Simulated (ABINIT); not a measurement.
W:

```
W
1.0
    -1.58234    1.58234    1.58234
     1.58234   -1.58234    1.58234
     1.58234    1.58234   -1.58234
W
1
Cartesian
  0.0000 0.0000 0.0000
```

Base run:

| Item | Value |
| --- | --- |
| Program | ABINIT 10.8.3 (patched build) |
| Functional | rPW86PBE |
| Potentials or basis | JTH PAW PBE v2.0 |
| Cutoff | 435 eV |
| k mesh | 12 × 12 × 12 |
| Occupations | fermi-dirac, width 0.05 eV |
| Spin | no spin polarisation |

Its results: band gap on the k mesh none (metal or under the smearing width); pressure 15.9 GPa.

Problem. After a change of settings the same cell gave: band gap on the k mesh none (metal or under the smearing width); pressure 9.1 GPa. Which change was it?
A. functional from rPW86PBE to RPBE
B. functional from rPW86PBE to RPBE; spin from no spin polarisation to spin-orbit coupling, no magnetisation
C. functional from rPW86PBE to PBEsol; potentials or basis from JTH PAW PBE v2.0 to PseudoDojo NC SR PBEsol v0.4 stringent; cutoff from 435 eV to 1007 eV
D. functional from rPW86PBE to PBEsol; k mesh from 12 × 12 × 12 to 7 × 7 × 7

Solution. A.

Caveats: spin-orbit coupling is left out, which moves the levels of the heavy elements; so large a pressure means that the cell lies far from this level's equilibrium, or that cutoff or potentials fall short (some runs); the potentials were made for another functional, which shifts forces and pressure (some runs); the PAW data sets were made with another functional, which shifts forces and pressure a little (some runs).

Runs at the PBE level aren't shown here.
